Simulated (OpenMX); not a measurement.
Crystal: Sb.

```xyz
1
Lattice="3.2413 0.0000 0.0000 -1.0804 3.0559 0.0000 -1.0804 -1.5279 2.6465" Properties=species:S:1:pos:R:3 pbc="T T T"
Sb    0.0000    0.0000    0.0000
```

This isn't the form of Sb at room conditions, which is rhombohedral.

Base run:

- Program: OpenMX 3.8.5
- Functional: PBE
- Potentials or basis: OpenMX 2013 PBE set, Sb7.0-s3p2d2, grid cutoff 500 Ry
- k mesh: 7 × 7 × 7
- Occupations: fermi-dirac, width 0.05 eV
- Spin: no spin polarisation

Its results: band gap on the k mesh none (metal or under the smearing width); pressure 4.4 GPa.

Problem. The run is repeated on the same cell with these changes: dispersion from none to D4. What comes out?

Solution. Band gap on the k mesh none (metal or under the smearing width); pressure 1.2 GPa.

Dispersion adds attraction, which lowers the pressure at fixed volume and, as a term added to the energy, leaves the levels alone.

Caveats: the basis of atomic orbitals isn't converged, which shifts pressures, moduli and gaps; pairwise dispersion overbinds metals, which lowers pressure and volume (some runs).
